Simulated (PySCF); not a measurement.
Runs of PySCF 2.14.0 on Al. It takes space group Fm-3m (No. 225, cubic). The conventional cell has a = 4.050 Å, b = 4.050 Å, c = 4.050 Å, α = 90.00°, β = 90.00°, γ = 90.00°. Al (site symmetry m-3m) has 12 Al at 2.86 Å as nearest neighbours. 

```csv
task,level,potentials or basis,k mesh,potentials,conv_tol,max_cycle,exxdiv,coulomb method,mesh quality,gap on the mesh (eV),V0 of scaled cells (Å³/atom),B0 (GPa)
atomic charges,r2SCANh,gth-dzvp/gth-pbe (potentials made for PBE),2 × 2 × 2,Al gth-pbe,1e-07 Ha,60,ewald,Gaussian density fitting (GDF),coarse,none,-,-
equation of state,PBEsol,DZVP-MOLOPT-SR/GTH-PBE (potentials made for PBE),12 × 12 × 12,Al GTH-PBE-q3,-,-,-,multigrid,not flagged,-,(a),80
equation of state,LDA,DZVP-MOLOPT-SR/GTH-PBE (potentials made for PBE),8 × 8 × 8,Al GTH-PBE-q3,-,-,-,multigrid,not flagged,-,16.50,80
atomic charges,B3LYP,gth-dzvp/gth-pbe (potentials made for PBE),2 × 2 × 2,Al gth-pbe,1e-07 Ha,60,ewald,Gaussian density fitting (GDF),coarse,none,-,-
atomic charges,r2SCAN,gth-dzvp/gth-pbe (potentials made for PBE),2 × 2 × 2,Al gth-pbe,1e-07 Ha,60,-,Gaussian density fitting (GDF),coarse,none,-,-
```

Alike in all rows: no spin polarisation; cell as given; smearing fermi-dirac 0.05 eV.

Problem. Fill in the values left out.

Solution. (a) 16.46.

Caveats: some runs use coarse meshes; the potentials were made for another functional, which shifts forces and pressure; the basis of atomic orbitals isn't converged, which shifts pressures, moduli and gaps; on so small a mesh gaps with full-range exact exchange can be off by tenths of an eV to over 1 eV (some runs).

A k mesh can miss the band edges.

A gap of «none» marks a metal or a gap under the smearing width.

Not every run made on this cell is shown here.
